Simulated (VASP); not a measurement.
Here is a VASP 6.6.1 calculation.

run.py

```python
from ase.calculators.vasp import Vasp
from ase.filters import UnitCellFilter
from ase.io import read
from ase.optimize import BFGS

atoms = read('POSCAR')
calc = Vasp(
    directory='calc',
    xc='blyp',
    pp='PBE',
    setups={'base': 'minimal', 'N': '_s'},
    prec='Accurate',
    encut=480,
    ediff=1e-06,
    ismear=-5,
    sigma=0.05,
    lreal=False,
    lasph=True,
    nelm=100,
    algo='Normal',
    isif=2,
    lwave=False,
    lcharg=False,
    maxmix=40,
    kpts=[7, 7, 5],
    gamma=True,
)
atoms.calc = calc
opt = BFGS(UnitCellFilter(atoms), trajectory='relax.traj')
converged = opt.run(fmax=0.02, steps=40)
print('converged:', converged)

print('energy (eV):', atoms.get_potential_energy())
print('free energy (eV):', atoms.get_potential_energy(force_consistent=True))
print('forces (eV/A):')
print(atoms.get_forces())
print('stress (eV/A^3, Voigt):', atoms.get_stress())
print('Fermi level (eV):', calc.get_fermi_level())
print('cell (A, degrees):', atoms.cell.cellpar())
print('volume (A^3):', atoms.get_volume())
print('scaled positions:')
print(atoms.get_scaled_positions())
```

File POSCAR:

```
N
1.0
    4.0329700000      0.0309950000      0.0141160000
    0.0309950000      4.1059750000     -0.0220210000
    0.0184770000     -0.0288240000      5.3852800000
N
4
Direct
    0.4042752000      0.5957248000      0.5000000000
    0.0957248000      0.0957248000      0.0000000000
    0.5957248000      0.4042752000      0.5000000000
    0.9042752000      0.9042752000      0.0000000000
```

Potentials or basis: VASP PAW PBE potentials, release 64 (N_s).

Launch:

```sh
$ python run.py
```

(1) Estimate the space group after relaxing (to 0.05 Å).

(2) Predict the relaxed cell.

## Answers

(1) P-1 (No. 2).

(2) a = 4.695 Å, b = 4.732 Å, c = 6.311 Å, α = 90.18°, β = 89.89°, γ = 89.53°.

Caveat: the standard files for N, O and F lose accuracy on very short bonds; the PAW data sets were made with another functional, which shifts forces and pressure a little.
